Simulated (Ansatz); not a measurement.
## PbS: pressure against volume per atom

Density functional stress and forces at fixed atoms, pressure and stress positive in compression, spin-unpolarised plane waves. The results are calculated, by Ansatz 0.2.0.

Cell of the first row (space group Fm-3m, No. 225):
```
cell vectors (Å)
   0.0000     2.8677     2.8677
   2.8677     0.0000     2.8677
   2.8677     2.8677     0.0000
atoms (fractions of the cell vectors)
Pb  0.00000  0.00000  0.00000
S   0.50000  0.50000  0.50000
```

Settings of every row: periodic directions 3; functional r2SCAN; spin orbit yes; potentials PAW; wave cutoff 500 eV; k mesh 8x8x8; smearing width 0.02 eV.

```
row  volume per atom (Å³)  pressure (GPa)
  1                23.584            8.24
  2                24.329               ?
  3                25.089            3.34
  4                25.865            1.43
  5                26.657           -0.34
  6                27.464           -1.89
  7                28.288           -3.24
  8                29.129            -4.4
  9                29.985            -5.4
```

Question: what pressure should row 2 give?

Worked fit of pressure. Take u = (V_r/V)^(2/3) − 1 with V_r = 27.06 Å³ an atom, which is twice the finite (Eulerian) strain; such expansions in the strain, on which the Birch-Murnaghan equation of state is built, carry the rest volume and the bulk modulus. The shown rows have u = 0.09599, 0.05171, 0.03057, 0.01005, -0.00983, -0.02915, -0.04793, -0.06614. Least squares give pressure = −1.16 + 77.66 × u + 208.5 × u² GPa; a straight line predicts inner rows, each left out in turn, worse (root mean square 0.45 against 0.044 GPa). The rows lie off it by 0.02, -0.07, 0.02, 0.02, 0.01, 0.01, 0.00, -0.02 (root mean square 0.029 GPa). The pressure vanishes at u = 0.0144, or V = 26.49 Å³ an atom, and there the bulk modulus with atoms relaxed is B = −V dP/dV = (2/3)(1 + u) dP/du = 56.6 GPa. The withheld row has u = 0.0735, so the fit gives −1.16 + 77.66 × (0.0735) + 208.5 × (0.0735)² = 5.67 GPa.

The calculation gave 5.6 GPa. The fit lies 0.07 GPa (1.3 % of the value, 0.51 % of the column's range) above it; its largest miss of a shown row is 0.07 GPa.
